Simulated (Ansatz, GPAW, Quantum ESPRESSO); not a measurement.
## CoO: 4 runs at one level of theory

```
Co O
1.0
     0.00000    2.13150    2.13150
     2.13150    0.00000    2.13150
     2.13150    2.13150    0.00000
Co O
1 1
Direct
  0.00000 0.00000 0.00000
  0.50000 0.50000 0.50000
```

Alike in all runs: task band structure; functional PBEsol; k mesh 11 × 11 × 11; occupations fermi-dirac, width 0.05 eV; collinear spin, ferromagnetic start; no spin-orbit coupling. The measured crystal is an antiferromagnetic insulator; the state found here is the runs' own. Pressure is positive in compression and, in plane waves, holds the error of the finite cutoff, which Ansatz's Pulay term estimates and takes out.

```csv
program and potentials,plane-wave cutoff (eV),notes,pressure (GPa),net moment per atom (μB)
"Ansatz, Ansatz PAW",420,"potentials made for PBE, which Ansatz adapts in part; 11.5 valence electrons an atom on average; Pulay term of +0.76 GPa included",-10.79,1.48
"GPAW, PAW data sets generated for this functional",800,7.5 valence electrons an atom on average,-10.00,1.48
"Ansatz, all-electron LAPW, scalar-relativistic",-,-,?,?
"Quantum ESPRESSO, PseudoDojo 0.4.1 SR PBEsol standard",1306,11.5 valence electrons an atom on average,-11.08,1.49
```

Question: Estimate from the other rows what the run with Ansatz, all-electron LAPW, scalar-relativistic gave.

Answer: Pressure -10.84 GPa; net moment per atom 1.48 μB. The other rows, which needn't bracket it: pressure -11.08 to -10.00; net moment per atom 1.48 to 1.49.
